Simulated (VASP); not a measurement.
Computed with PBE GGA, VASP's PBE PAW potentials (set 64) (plane waves; VASP).

VASP input:

File KPOINTS:
```
Automatic mesh
0
Gamma
6 6 6
```

**POSCAR**
```
BaF2
1.0
  0.0000000000   3.0021910696   3.0021910696
  3.0021910696   0.0000000000   3.0021910696
  3.0021910696   3.0021910696   0.0000000000
Ba F
1 2
Cartesian
  0.0000000000   0.0000000000   0.0000000000
  1.5010955348   1.5010955348   1.5010955348
  4.5032866044   4.5032866044   4.5032866044
```

**INCAR**
```
ALGO = Normal
EDIFF = 1E-6
EDIFFG = -0.02
ENCUT = 620
GGA = PE
IBRION = 2
ISIF = 3
ISMEAR = 0
LASPH = .True.
LCHARG = .False.
LMAXMIX = 4
LREAL = .False.
LWAVE = .False.
NELM = 100
NSW = 40
PREC = Accurate
PSTRESS = 100
SIGMA = 0.05
SYSTEM = BaF2
```

POTCAR, in this order: Ba_sv F (PBE.64 set). Program: vasp_std.

Output of the run:

File OSZICAR:
```
       N       E                     dE             d eps       ncg     rms          rms(c)
DAV:   1     0.176778389252E+03    0.17678E+03   -0.15078E+04   512   0.163E+03
DAV:   2    -0.120391163470E+02   -0.18882E+03   -0.18295E+03   648   0.323E+02
DAV:   3    -0.185530009642E+02   -0.65139E+01   -0.65061E+01   712   0.688E+01
DAV:   4    -0.186375624801E+02   -0.84562E-01   -0.84550E-01   648   0.680E+00
DAV:   5    -0.186408536092E+02   -0.32911E-02   -0.32911E-02   728   0.816E-01    0.931E+00
DAV:   6    -0.168597802864E+02    0.17811E+01   -0.92142E+00   512   0.266E+01    0.501E+00
DAV:   7    -0.168780941162E+02   -0.18314E-01   -0.50122E-01   640   0.595E+00    0.266E+00
DAV:   8    -0.168971782037E+02   -0.19084E-01   -0.78508E-02   512   0.327E+00    0.406E-01
DAV:   9    -0.169016594862E+02   -0.44813E-02   -0.28819E-02   616   0.131E+00    0.141E-01
DAV:  10    -0.169042356131E+02   -0.25761E-02   -0.44252E-03   512   0.545E-01    0.717E-02
DAV:  11    -0.169043000813E+02   -0.64468E-04   -0.53759E-04   664   0.199E-01    0.291E-02
DAV:  12    -0.169042972210E+02    0.28603E-05   -0.72226E-05   520   0.699E-02    0.399E-03
DAV:  13    -0.169042978008E+02   -0.57983E-06   -0.47760E-06   704   0.164E-02
   1 F= -.13526494E+02 E0= -.13526494E+02  d E =-.135265E+02
```

### OUTCAR
```
------------------------ aborting loop because EDIFF is reached ----------------------------------------
  FORCE on cell =-STRESS in cart. coord.  units (eV):
  Direction    XX          YY          ZZ          XY          YZ          ZX
  --------------------------------------------------------------------------------------
  Total        3.3958878      3.3958878      3.3958878     -0.0000000     -0.0000000      0.0000000
  in kB      100.5353816    100.5353816    100.5353816     -0.0000000     -0.0000000      0.0000000
  external PRESSURE =       0.5353816 kB  Pullay stress =     100.0000000 kB
  volume of cell :       54.12
      direct lattice vectors                 reciprocal lattice vectors
     0.000000000  3.002191070  3.002191070    -0.166545029  0.166545029  0.166545029
     3.002191070  0.000000000  3.002191070     0.166545029 -0.166545029  0.166545029
     3.002191070  3.002191070  0.000000000     0.166545029  0.166545029 -0.166545029
 POSITION                                       TOTAL-FORCE (eV/Angst)
 -----------------------------------------------------------------------------------
      0.00000      0.00000      0.00000         0.000000     -0.000000      0.000000
      1.50110      1.50110      1.50110        -0.000000     -0.000000     -0.000000
      4.50329      4.50329      4.50329         0.000000      0.000000      0.000000
 -----------------------------------------------------------------------------------
    total drift:                                0.000000      0.000000      0.000000
  FREE ENERGIE OF THE ION-ELECTRON SYSTEM (eV)
  ---------------------------------------------------
  free  energy   TOTEN  =       -16.9042978008 eV

  energy  without entropy=      -16.9042978008  energy(sigma->0) =      -16.90429780
  enthalpy is  TOTEN    =       -13.5264941595 eV   P V=        3.3778036413

 reached required accuracy - stopping structural energy minimisation
```
(Selected blocks of OUTCAR.)

The compound is BaF2 in the fluorite structure. It was relaxed first under an external pressure of 10 GPa.
